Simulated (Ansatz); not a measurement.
Debugging a check of PAW against all-electron LAPW of ZrN, space group Fm-3m (the Ansatz DFT code, driven from Python).

`zrn.xyz`
```text
2
Lattice="0.0 2.3 2.3 2.3 0.0 2.3 2.3 2.3 0.0" Properties=species:S:1:pos:R:3 pbc="T T T"
Zr    2.30000000    2.30000000    2.30000000
N     0.00000000    0.00000000    0.00000000
```

`paw_lapw_zrn.py`:
```python
# -*- coding: utf-8 -*-
'''Checking the PAW result for ZrN with LAPW.'''

import logging
import sys

import ansatz
import numpy as np

logging.basicConfig(stream=sys.stdout, format='%(name)s: %(message)s')
log = logging.getLogger('ansatz_job')
log.setLevel(logging.INFO)

FUNCTIONAL = 'pbe'
KMESH = (10, 10, 10)
FILLING = 'fixed'
MAX_ITERATIONS = 100


def count_gap(report):
    # lowest empty less highest filled band, counting bands; zero where they overlap
    return max(report.get('gap_by_band_count_ev') or 0.0, 0.0)

crystal = ansatz.Crystal.from_extxyz('zrn.xyz')

calc = (
    crystal.calculation()
    .functional(FUNCTIONAL)
    .kpoints(mesh=KMESH)
    .occupations(FILLING)
    .scf(max_iterations=MAX_ITERATIONS)
    .stress()
    .forces()
    .band_table()
)
variants = {
    'PAW': calc.pseudopotentials('paw'),
    'LAPW': calc.pseudopotentials('all_electron', lapw=True),
}
# totals differ by the cores that each treatment holds, so compare what does not depend on them
rows = []
for label, variant in variants.items():
    r = variant.run(threads=1, pin='off').report
    levels = np.array(r['eigenvalues_ev'][0]) - r['fermi_energy_ev']
    print(label, 'levels at the first k-point near E_F:', np.round(levels[np.abs(levels) < 5], 3))
    rows.append((label, r['n_electrons'], np.trace(r['stress_gpa']) / 3, count_gap(r)))
lines = [','.join(['treatment', 'electrons in bands', 'P GPa', 'gap by band count eV'])] + [','.join(f'{v:.4f}' if isinstance(v, float) else str(v) for v in row) for row in rows]
print('\n'.join(lines))
with open('paw_lapw.csv', 'w') as handle:
    handle.write('\n'.join(lines) + '\n')
```

Running `python paw_lapw_zrn.py` prints:
```text
Traceback (most recent call last):
  File "paw_lapw_zrn.py", line 43, in <module>
    r = variant.run(threads=1, pin='off').report
        ~~~~~~~~~~~^^^^^^^^^^^^^^^^^^^^^^
  ...
ansatz.RefusalError: inconsistent input (scf.occupations.method, magnetization): a σ = 0 step fill (method: fixed, or a smearing width below the step floor) cannot realise an odd electron count (17) without a locked total moment — the per-k integer fill puts the same N_el/2 bands in each spin channel; set magnetization.spin_polarized: true with magnetization.spin_locking.lock_magnetization: hard and an odd magnetization.initial_magnetization (the unpaired electron then fills one channel), or use a smearing method with a finite width, such as fermi_dirac
```
(Library frames cut from the traceback.)

Why does it end like this?

The fault: fixed occupations with an odd electron count and no spin, which leaves one band half filled. The change:

```diff
--- before
+++ after
@@ -15,3 +15,4 @@
 KMESH = (10, 10, 10)
-FILLING = 'fixed'
+FILLING = 'Methfessel-Paxton'
+WIDTH_EV = 0.1
 MAX_ITERATIONS = 100
@@ -29,3 +30,3 @@
     .kpoints(mesh=KMESH)
-    .occupations(FILLING)
+    .occupations(FILLING, width=WIDTH_EV)
     .scf(max_iterations=MAX_ITERATIONS)
```

After the fix:

```console
$ python paw_lapw_zrn.py
DeckWarning: basis.ecutwfc = 420 eV, auto-derived from the records' recommended cutoffs: set by Zr (normal level)
PAW levels at the first k-point near E_F: [-2.688 -2.688 -2.688 -0.424 -0.424 -0.424  1.533  1.533]
LAPW levels at the first k-point near E_F: [-2.686 -2.686 -2.686 -0.425 -0.425 -0.425  1.531  1.531]
treatment,electrons in bands,P GPa,gap by band count eV
PAW,17.0000,-0.8547,0.0000
LAPW,37.0000,-0.8061,0.0000
```
(Warnings from the package without file and line.)

No spin polarisation was allowed. The computed bands are complete only to about 1.5 eV above the Fermi level. For a metal this k-point mesh is coarse: on a finer one energies can move by several to tens of meV an atom and pressures by half a GPa or more, differences at one mesh by less. A gap by band count of zero or less means overlapping bands, a metal, and at an odd count of electrons it is no gap at all. Of the deposited cell: the entry's cell lengths or inner coordinates differ somewhat from later room-temperature determinations. The starting cell is as deposited in a crystallographic database; the results hold for this polymorph, which needn't be the stable one. Gaps and levels are Kohn-Sham values on a finite set of k-points, without spin-orbit coupling. Pressure is positive in compression; the treatments may keep other shells as core, so totals and counts of electrons can differ. The whole script took 9.2 s on 1 thread of Arm Neoverse V2 (shared host), peak memory 0.48 GiB.
